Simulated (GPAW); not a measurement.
Computed results, one entry a study.

## How the form of the self-energy moves the gap of NaF (Villiaumite)

It takes space group Fm-3m (No. 225, cubic). Conventional cell: a = 4.620 Å, b = 4.620 Å, c = 4.620 Å, α = 90.00°, β = 90.00°, γ = 90.00°. Na has 6 F at 2.31 Å nearest. F has 6 Na at 2.31 Å nearest. Farther neighbours and most contacts between anions are not listed.

| Item | Value |
| --- | --- |
| method | DFT, PBE, plane waves, PAW (and 1 further level or step) |
| program | GPAW 26.7.0 |
| settings of one run | cutoff 600 eV, GPAW PAW setups 1.2.1 data release, 6×6×6 k-mesh, nbands 139 |
| cost | 3 runs, 3.4 min in all on 4 MPI ranks of Arm Neoverse V1, shared host (the runs of this entry) |
| notes | The database entry behind the starting cell differs from later determinations by our own check (0.1 to 0.3 % short, probably kX units). The cell and positions come from the Crystallography Open Database and are kept as given unless a step says otherwise. Bands and cutoff are finite, so the gap is not at the basis limit. The miss can reach some tenths of an eV and take either sign; the mesh is an error of its own. |
| G0W0, Godby-Needs plasmon pole | 10.545 eV |
| G0W0 with rALDA vertex | 10.553 eV |
| known limits | not at the basis limit |

G0W0 with rALDA vertex: +0.008 eV against G0W0, Godby-Needs plasmon pole, at other bands or cutoff, so not like for like. With the rALDA kernel as a vertex the gap is 10.17 eV (in the polarisability), 10.98 eV (in the self-energy) and 10.64 eV (in both), against 10.54 eV without.

[Runs of the session that timed out or met a known fault of the program may be left out.]

[Hosts, paths, dates, database ids (printed as entryN), source tags and the programs' standing remarks are cut or masked in the printed files.]
